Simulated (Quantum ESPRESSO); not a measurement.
Runs of Quantum ESPRESSO 7.5 on PbS (Galena). Symmetry: Fm-3m, No. 225, cubic system. Conventional cell: a = 5.931 Å, b = 5.931 Å, c = 5.931 Å, α = 90.00°, β = 90.00°, γ = 90.00°. Pb (site symmetry m-3m) has 6 S at 2.97 Å as nearest neighbours. S (site symmetry m-3m) has 6 Pb at 2.97 Å as nearest neighbours. 

```tsv
level	potentials or basis	spin	cell	k mesh	cutoff (eV)	smearing	k mesh of the self-consistent run	form of the LDA	mesh quality	gap on the mesh (eV)
PBE	PseudoDojo 0.4 FR PBE standard	non-collinear, zero start, SOC	as given	2 × 2 × 2	762	fermi-dirac 0.05 eV	8 × 8 × 8	-	coarse	(a)
LDA	PseudoDojo 0.4.1 SR LDA stringent	off	as given	2 × 2 × 2	980	fermi-dirac 0.05 eV	-	PW92	coarse	0.07
PBE	PseudoDojo 0.4 FR PBE standard	non-collinear, zero start, SOC	volume scaled by 1.04	6 × 6 × 6	762	fermi-dirac 0.05 eV	8 × 8 × 8	-	not flagged	0.05
LDA	PseudoDojo 0.4.1 SR LDA stringent	off	as given	4 × 4 × 4	980	fixed	-	PW92	coarse	0.24
```

Alike in all rows: task single point.

Q: Estimate the missing entries.

A: (a) 0.08.

Caveats: some runs use coarse meshes; spin-orbit coupling is left out, which as a rule narrows the gap of such compounds by several tenths of an eV (some runs).

A k mesh can miss the band edges, and rows without SOC leave out spin-orbit coupling on Pb.

The runs don't all hold the same shells in valence.
